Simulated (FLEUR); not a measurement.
# Rh (Fm-3m) in FLEUR: settings compared, part 3 of 3

FLEUR MaX-R8.1 (later development tree). Earlier steps stand in the parts before.

## Step 7: Equation of state, LDA, 14.22 Å³/atom (volume scaled by 1.04)

Input file inp.xml:

```xml
<?xml version="1.0" encoding="UTF-8" standalone="no"?>
<fleurInput fleurInputVersion="0.39">
   <comment>
      Rh                                                                                                  
   </comment>
   <calculationSetup>
      <cutoffs Kmax="4.26" Gmax="13.2" GmaxXC="13.2" numbands="0"/>
      <scfLoop itmax="60" minDistance="0.00001" maxIterBroyd="15" imix="Anderson" alpha="0.05" precondParam="0.0" spinf="2.0" sdNocoIR="T"/>
      <coreElectrons ctail="T" frcor="F" kcrel="0" coretail_lmax="0"/>
      <xcFunctional name="vwn" relativisticCorrections="F"/>
      <magnetism jspins="1"/>
      <soc l_soc="F" theta="0.0" phi="0.0" spav="F"/>
      <expertModes spex="0" secvar="F"/>
      <geometryOptimization l_f="F" forcealpha="1.0" forcemix="BFGS" epsdisp="0.00001" epsforce="0.00001"/>
      <ldaU l_linMix="F" mixParam="0.05" spinf="1.0"/>
   </calculationSetup>
   <cell>
      <bzIntegration valenceElectrons="17.0" mode="hist" fermiSmearingEnergy="0.00183747">
         <kPointListSelection listName="default-1"/>
         <!-- k-points included here -->
         <xi:include xmlns:xi="http://www.w3.org/2001/XInclude" href="kpts.xml"> </xi:include>
      </bzIntegration>
      <!-- symmetry operations included here -->
      <xi:include xmlns:xi="http://www.w3.org/2001/XInclude" href="sym.xml"> </xi:include>
      <bulkLattice scale="1.0131594038">
         <bravaisMatrix>
            <row-1>    0.0000000000000000     3.5864167255721098     3.5864167255721098</row-1>
            <row-2>    3.5864167255721098     0.0000000000000000     3.5864167255721098</row-2>
            <row-3>    3.5864167255721098     3.5864167255721098     0.0000000000000000</row-3>
         </bravaisMatrix>
      </bulkLattice>
   </cell>
   <atomSpecies>
      <species name="Rhodium (Rh)" element="Rh" atomicNumber="45">
         <mtSphere radius="2.3" gridPoints="777" logIncrement="0.016"/>
         <atomicCutoffs lmax="9" lnonsphr="7"/>
         <electronConfig flipSpins="F">
            <coreConfig>(1s1/2) (2s1/2) (2p1/2) (2p3/2) (3s1/2) (3p1/2) (3p3/2) (3d3/2) (3d5/2)</coreConfig>
            <valenceConfig>(4s1/2) (4p1/2) (4p3/2) (5s1/2) (4d3/2) (4d5/2)</valenceConfig>
            <stateOccupation state="(5s1/2)" spinUp="0.500000" spinDown="0.500000"/>
            <stateOccupation state="(4d3/2)" spinUp="1.600000" spinDown="1.600000"/>
            <stateOccupation state="(4d5/2)" spinUp="2.400000" spinDown="2.400000"/>
         </electronConfig>
         <energyParameters s="5" p="5" d="4" f="4"/>
         <lo type="SCLO" l="0" n="4" eDeriv="0"/>
         <lo type="SCLO" l="1" n="4" eDeriv="0"/>
         <lo type="SCLO" l="1" n="4" eDeriv="1"/>
         <lo type="SCLO" l="2" n="4" eDeriv="2"/>
         <lo type="SCLO" l="3" n="4" eDeriv="2"/>
      </species>
   </atomSpecies>
   <atomGroups>
      <atomGroup species="Rhodium (Rh)">
         <relPos label="                   1">.0000000000 .0000000000 .0000000000</relPos>
         <force calculate="T" relaxXYZ="TTT"/>
      </atomGroup>
   </atomGroups>
   <output dos="F" band="F" slice="F">
      <checks vchk="F" cdinf="F"/>
      <bandDOS minEnergy="-.5*Htr" maxEnergy="0.5*Htr" sigma="0.015" storeEVData="T"/>
      <vacuumDOS vacdos="F" integ="F" star="F" nstars="0" locx1="0.0" locy1="0.0" locx2="0.0" locy2="0.0" nstm="0" tworkf="0.0"/>
      <unfoldingBand unfoldBand="F" supercellX="1" supercellY="1" supercellZ="1"/>
      <plotting iplot="0" polar="F">
         <plot TwoD="T" vec1="  1.0  0.0  0.0" vec2="  0.0  1.0  0.0" vec3="  0.0  0.0  1.0" zero="  0.0  0.0  0.0" file="plot"/>
      </plotting>
      <chargeDensitySlicing numkpt="0" minEigenval="0.0" maxEigenval="0.0" nnne="0" pallst="F"/>
      <specialOutput eonly="F"/>
      <moessbauerParams electricFieldGradient="T" isomerShift="T" coreHyperfine="T" valenceHyperfine="T"/>
      <magneticCircularDichroism mcd="F" energyLo="-10.0" energyUp="0.0"/>
   </output>
  <!-- We include the file relax.xml here to enable relaxations (see documentation) -->
  <xi:include xmlns:xi="http://www.w3.org/2001/XInclude" href="relax.xml"> <xi:fallback/> </xi:include>
</fleurInput>
```

Started as:

```sh
$ inpgen -f crystal.txt -profile fastHighL
$ # inp.xml edited to the form shown
$ fleur_MPI
```

Wall time 8.8 s (1 thread of Arm Neoverse V1, shared host); peak memory 0.09 GiB.

It converged, with:

* Free energy: -130090.1274 eV
* Band gap on the k mesh: none (metal or under the smearing width)
* Valence electrons inside the program's atomic spheres: Rh 15.14 (radii Rh 2.3 bohr)

## Step 8: Equation of state, LDA, 14.49 Å³/atom (volume scaled by 1.06)

Edit inp.xml of step 7 so:

```diff
@@ -24,3 +24,3 @@
       <xi:include xmlns:xi="http://www.w3.org/2001/XInclude" href="sym.xml"> </xi:include>
-      <bulkLattice scale="1.0131594038">
+      <bulkLattice scale="1.0196128224">
          <bravaisMatrix>
```

Started as:

```sh
$ inpgen -f crystal.txt -profile fastHighL
$ # inp.xml edited to the form shown
$ fleur_MPI
```

It took 9 s on 1 thread of Arm Neoverse V1, shared host; peak memory 0.09 GiB.

Results (log left out):

- Free energy: -130090.0909 eV
- Band gap on the k mesh: none (metal or under the smearing width)
- Valence electrons inside the program's atomic spheres: Rh 15.11 (radii Rh 2.3 bohr)

## Step 9: Equation of state, LDA

Potentials or basis: all-electron, FLAPW.

No new run: the results of the series are fitted here.

What came out:

```
Equilibrium volume                      : 13.21 Å³/atom
Bulk modulus                            : 320 GPa
Pressure derivative of the bulk modulus : 5.1 (rough: it moves with the points fitted)
```

Energy against volume, from the lowest point:
```tsv
volume (Å³/atom)	energy (meV/atom)
12.851	9.89
13.125	0.00
13.671	14.03
14.218	64.98
14.492	101.50
```

## Step 10: Band structure, LDA, spin-orbit coupling, no magnetisation

Edit inp.xml of step 8 so:

```diff
@@ -6,3 +6,3 @@
    <calculationSetup>
-      <cutoffs Kmax="4.26" Gmax="13.2" GmaxXC="13.2" numbands="0"/>
+      <cutoffs Kmax="4.17" Gmax="12.9" GmaxXC="12.9" numbands="all"/>
       <scfLoop itmax="60" minDistance="0.00001" maxIterBroyd="15" imix="Anderson" alpha="0.05" precondParam="0.0" spinf="2.0" sdNocoIR="T"/>
@@ -11,3 +11,3 @@
       <magnetism jspins="1"/>
-      <soc l_soc="F" theta="0.0" phi="0.0" spav="F"/>
+      <soc l_soc="T" theta="0.0" phi="0.0" spav="F"/>
       <expertModes spex="0" secvar="F"/>
@@ -24,3 +24,3 @@
       <xi:include xmlns:xi="http://www.w3.org/2001/XInclude" href="sym.xml"> </xi:include>
-      <bulkLattice scale="1.0196128224">
+      <bulkLattice scale="1.0">
          <bravaisMatrix>
@@ -34,3 +34,3 @@
       <species name="Rhodium (Rh)" element="Rh" atomicNumber="45">
-         <mtSphere radius="2.3" gridPoints="777" logIncrement="0.016"/>
+         <mtSphere radius="2.35" gridPoints="777" logIncrement="0.016"/>
          <atomicCutoffs lmax="9" lnonsphr="7"/>
```

Input file crystal.txt:

```
Rh
&input cartesian=F /
0.0000000000  1.8978500000  1.8978500000
1.8978500000  0.0000000000  1.8978500000
1.8978500000  1.8978500000  0.0000000000
1.8897261246
1.0 1.0 1.0

1
45 0.0000000000  0.0000000000  0.0000000000

&soc 0.0 0.0 /
&kpt div1=9 div2=9 div3=9 gamma=T /
```

Input file inp.xml (bands):

```
<?xml version="1.0" encoding="UTF-8" standalone="no"?>
<fleurInput fleurInputVersion="0.39">
   <comment>
      Rh                                                                                                  
   </comment>
   <calculationSetup>
      <cutoffs Kmax="4.17" Gmax="12.9" GmaxXC="12.9" numbands="all"/>
      <scfLoop itmax="60" minDistance="0.00001" maxIterBroyd="15" imix="Anderson" alpha="0.05" precondParam="0.0" spinf="2.0" sdNocoIR="T"/>
      <coreElectrons ctail="T" frcor="F" kcrel="0" coretail_lmax="0"/>
      <xcFunctional name="vwn" relativisticCorrections="F"/>
      <magnetism jspins="1"/>
      <soc l_soc="T" theta="0.0" phi="0.0" spav="F"/>
      <expertModes spex="0" secvar="F"/>
      <geometryOptimization l_f="F" forcealpha="1.0" forcemix="BFGS" epsdisp="0.00001" epsforce="0.00001"/>
      <ldaU l_linMix="F" mixParam="0.05" spinf="1.0"/>
   </calculationSetup>
   <cell>
      <bzIntegration valenceElectrons="17.0" mode="hist" fermiSmearingEnergy="0.00183747">
         <kPointListSelection listName="path-1"/>
         <!-- k-points included here -->
         <xi:include xmlns:xi="http://www.w3.org/2001/XInclude" href="kpts.xml"> </xi:include>
      </bzIntegration>
      <!-- symmetry operations included here -->
      <xi:include xmlns:xi="http://www.w3.org/2001/XInclude" href="sym.xml"> </xi:include>
      <bulkLattice scale="1.0">
         <bravaisMatrix>
            <row-1>    0.0000000000000000     3.5864167255721098     3.5864167255721098</row-1>
            <row-2>    3.5864167255721098     0.0000000000000000     3.5864167255721098</row-2>
            <row-3>    3.5864167255721098     3.5864167255721098     0.0000000000000000</row-3>
         </bravaisMatrix>
      </bulkLattice>
   </cell>
   <atomSpecies>
      <species name="Rhodium (Rh)" element="Rh" atomicNumber="45">
         <mtSphere radius="2.35" gridPoints="777" logIncrement="0.016"/>
         <atomicCutoffs lmax="9" lnonsphr="7"/>
         <electronConfig flipSpins="F">
            <coreConfig>(1s1/2) (2s1/2) (2p1/2) (2p3/2) (3s1/2) (3p1/2) (3p3/2) (3d3/2) (3d5/2)</coreConfig>
            <valenceConfig>(4s1/2) (4p1/2) (4p3/2) (5s1/2) (4d3/2) (4d5/2)</valenceConfig>
            <stateOccupation state="(5s1/2)" spinUp="0.500000" spinDown="0.500000"/>
            <stateOccupation state="(4d3/2)" spinUp="1.600000" spinDown="1.600000"/>
            <stateOccupation state="(4d5/2)" spinUp="2.400000" spinDown="2.400000"/>
         </electronConfig>
         <energyParameters s="5" p="5" d="4" f="4"/>
         <lo type="SCLO" l="0" n="4" eDeriv="0"/>
         <lo type="SCLO" l="1" n="4" eDeriv="0"/>
         <lo type="SCLO" l="1" n="4" eDeriv="1"/>
         <lo type="SCLO" l="2" n="4" eDeriv="2"/>
         <lo type="SCLO" l="3" n="4" eDeriv="2"/>
      </species>
   </atomSpecies>
   <atomGroups>
      <atomGroup species="Rhodium (Rh)">
         <relPos label="                   1">.0000000000 .0000000000 .0000000000</relPos>
         <force calculate="T" relaxXYZ="TTT"/>
      </atomGroup>
   </atomGroups>
   <output dos="F" band="T" slice="F">
      <checks vchk="F" cdinf="F"/>
      <bandDOS minEnergy="-.5*Htr" maxEnergy="0.5*Htr" sigma="0.015" storeEVData="T"/>
      <vacuumDOS vacdos="F" integ="F" star="F" nstars="0" locx1="0.0" locy1="0.0" locx2="0.0" locy2="0.0" nstm="0" tworkf="0.0"/>
      <unfoldingBand unfoldBand="F" supercellX="1" supercellY="1" supercellZ="1"/>
      <plotting iplot="0" polar="F">
         <plot TwoD="T" vec1="  1.0  0.0  0.0" vec2="  0.0  1.0  0.0" vec3="  0.0  0.0  1.0" zero="  0.0  0.0  0.0" file="plot"/>
      </plotting>
      <chargeDensitySlicing numkpt="0" minEigenval="0.0" maxEigenval="0.0" nnne="0" pallst="F"/>
      <specialOutput eonly="F"/>
      <moessbauerParams electricFieldGradient="T" isomerShift="T" coreHyperfine="T" valenceHyperfine="T"/>
      <magneticCircularDichroism mcd="F" energyLo="-10.0" energyUp="0.0"/>
   </output>
  <!-- We include the file relax.xml here to enable relaxations (see documentation) -->
  <xi:include xmlns:xi="http://www.w3.org/2001/XInclude" href="relax.xml"> <xi:fallback/> </xi:include>
</fleurInput>
```

Started as:

```sh
$ inpgen -f crystal.txt -profile fastHighL
$ # inp.xml edited to the form shown
$ fleur_MPI
$ fleur_MPI   # second run, on inp.xml (bands)
```

It took 3.5 min on 1 thread of Arm Neoverse V1, shared host; peak memory 0.13 GiB.

Results (log left out):

```yaml
Free_energy: -130090.3972 eV
Band_gap_along_the_path: none (metal or under the smearing width)
Valence_electrons_inside_the_program's_atomic_spheres: Rh 15.38 (radii Rh 2.35 bohr)
```

Levels at the corners of the path, in eV from the Fermi level:
```csv
point,band 12,band 13,band 14,band 15,band 16,band 17,band 18,band 19,band 20,band 21
Γ,-3.18,-3.18,-3.18,-2.93,-2.93,-0.93,-0.93,-0.93,-0.93,15.82
X,-5.99,0.58,0.58,0.95,0.95,1.21,1.21,3.24,3.24,12.33
W,-3.85,-3.79,-3.79,-1.17,-1.17,1.06,1.06,9.45,9.45,9.85
K,-4.79,-2.06,-2.06,-0.65,-0.65,0.44,0.44,7.90,7.90,8.61
Γ,-3.18,-3.18,-3.18,-2.93,-2.93,-0.93,-0.93,-0.93,-0.93,15.82
L,-3.30,-3.02,-3.02,0.56,0.56,0.73,0.73,0.73,0.73,8.67
U,-4.79,-2.06,-2.06,-0.65,-0.65,0.44,0.44,7.90,7.90,8.61
W,-3.85,-3.79,-3.79,-1.17,-1.17,1.06,1.06,9.45,9.45,9.85
L,-3.30,-3.02,-3.02,0.56,0.56,0.73,0.73,0.73,0.73,8.67
K,-4.79,-2.06,-2.06,-0.65,-0.65,0.44,0.44,7.90,7.90,8.61
U,-4.79,-2.06,-2.06,-0.65,-0.65,0.44,0.44,7.90,7.90,8.61
X,-5.99,0.58,0.58,0.95,0.95,1.21,1.21,3.24,3.24,12.33
```

Core levels (eV from the Fermi level):
```csv
atom,levels
1 Rh,"1s1/2 -22992.9, 2s1/2 -3330.5, 2p1/2 -3085.3, 2p3/2 -2940.9, 3s1/2 -591.6, 3p1/2 -495.5, 3p3/2 -470.7, 3d3/2 -300.0, 3d5/2 -295.1"
```

## Step 11: Against experiment

Step 9. Against the measured bulk modulus of Rh, 264 GPa (quoted in “Thermal equation of state of rhodium characterized by XRD in a resistively heated diamond anvil cell”, 2024, pmc:11535440), the calculated 320 GPa is off by +21.2 %. The fit is for a static lattice scaled at fixed shape and fixed fractional positions.
